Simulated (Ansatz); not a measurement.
Program: Ansatz. Geometries: PBE0-D4/def2-TZVP. ΔE: electronic, gas phase. CCSD(T)/CBS is the MP2 limit (def2-TZVPP, def2-QZVPP) plus CCSD(T) − MP2 in def2-TZVPP, frozen cores. DFT in def2-TZVPP. B3LYP here is the variant with VWN-RPA as its local correlation; programs differ in this. One conformer a species, not always the lowest.

Consider the formal exchange of groups at a B–O bond: `BOC(C)F` + `C=CCC` → `BC(=C)CC` + `CC(O)F`.

```json
{"level": "B3LYP", "ΔE (kJ/mol)": "119.9"}
{"level": "HF/def2-TZVPP", "ΔE (kJ/mol)": "123.1"}
{"level": "HF/def2-QZVPP", "ΔE (kJ/mol)": "123.8"}
{"level": "MP2/def2-QZVPP", "ΔE (kJ/mol)": "112.6"}
```

Task: What does CCSD(T)/CBS give? (Best estimate.)

Result: Ansatz gave: +114.0 kJ/mol. The listed levels differ from it by 5.9, 9.1, 9.8, -1.4 kJ/mol.

Largest T1 diagnostic among the species: 0.013.

In def2-TZVPP, CCSD(T) changes the Hartree–Fock value by −7.3 kJ/mol (the triples alone add −1.3 kJ/mol) and MP2 by −9.7 kJ/mol. The D4 term adds −3.5 kJ/mol with B3LYP and −1.9 kJ/mol with PBE0; it sums over pairs of atoms, weighted by their polarisabilities, and B3LYP, whose exchange is more repulsive, gets the larger term.

CCSD(T)/CBS has its own doubt, a few kJ/mol and more with outer-core shells, so smaller differences from it don't rank the levels.
